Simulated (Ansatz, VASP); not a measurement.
# MgI2: VASP beside Ansatz

File INCAR:

```
PREC     = Accurate       # precision mode
ENCUT    = 520            # plane-wave cutoff, eV
EDIFF    = 1E-6           # SCF threshold, eV
ISMEAR   = 0              # smearing method
SIGMA    = 0.1            # smearing width, eV
LREAL    = F              # projectors in reciprocal space
LASPH    = T              # aspherical terms in the spheres
NELM     = 60             # most SCF steps
ALGO     = Normal         # electronic algorithm
ISIF     = 2              # what is computed and relaxed
LWAVE    = F              # write WAVECAR
LCHARG   = F              # write CHGCAR
GGA      = PS             # functional
NBANDS   = 15             # bands
```

The input KPOINTS:

```
Automatic mesh
0
Gamma
  6 6 4
```

The input POSCAR:

```
MgI2
1.0
    4.1537001214      0.0000000000      0.0000000000
   -2.0768500607      3.5972098248      0.0000000000
    0.0000000000      0.0000000000      6.8620000000
Mg I
1 2
Direct
    0.0000000000      0.0000000000      0.0000000000
    0.3333333333      0.6666666667      0.7576300000
    0.6666666667      0.3333333333      0.2423700000
```

Input for Ansatz:

```yaml
crystal:
  lattice:
    - [4.1537001214, 0.0, 0.0]
    - [-2.0768500607, 3.5972098248, 0.0]
    - [0.0, 0.0, 6.862]
  atoms:
    - { symbol: Mg, position: [0.0, 0.0, 0.0] }
    - { symbol: I, position: [0.3333333333, 0.6666666667, 0.75763] }
    - { symbol: I, position: [0.6666666667, 0.3333333333, 0.24237] }
basis:
  ecutwfc: 420
kpoints:
  mp_grid: { grid: [6, 6, 4] }
hamiltonian:
  xc: pbesol
scf:
  occupations: { method: gaussian, width: 0.1 }
output:
  forces: true
  stress: true
  eigenvalues: true
```

Alike in both runs: task single point; functional PBEsol; k mesh 6 × 6 × 4; occupations gaussian, width 0.1 eV; no spin polarisation.

```csv
,VASP,Ansatz
version,VASP 6.6.1,Ansatz 0.2.0
potentials or method,"VASP PAW PBE potentials, release 64 (Mg, I)","scalar-relativistic, plane waves, PAW"
plane-wave cutoff (eV),520,420
valence electrons in the cell,16,44
```

```csv
,VASP,Ansatz,Ansatz less VASP
gap on the k mesh at the Fermi level (eV),3.45,3.46,+0.015
least direct gap on the mesh (eV),3.57,3.58,+0.010
pressure (GPa),-0.2,-0.2,+0.03
largest component of the traceless stress (GPa),0.26,0.25,-0.005
rms of the force components (eV/Å),0.018,0.016,-0.0020
```

Atom by atom the forces differ by 0.002 eV/Å (rms over components). The two sets of potentials don't hold the same shells in valence.

Caveats: the PAW data sets were made with another functional, which shifts forces and pressure a little (VASP); spin-orbit coupling is left out, which moves the levels of the heavy elements; this functional lacks dispersion, which binds the layers, so the pressure and a relaxed spacing across them are unreliable. A hybrid or GW would open this gap; PBEsol tends to underestimate it. A k mesh can miss the band edges.
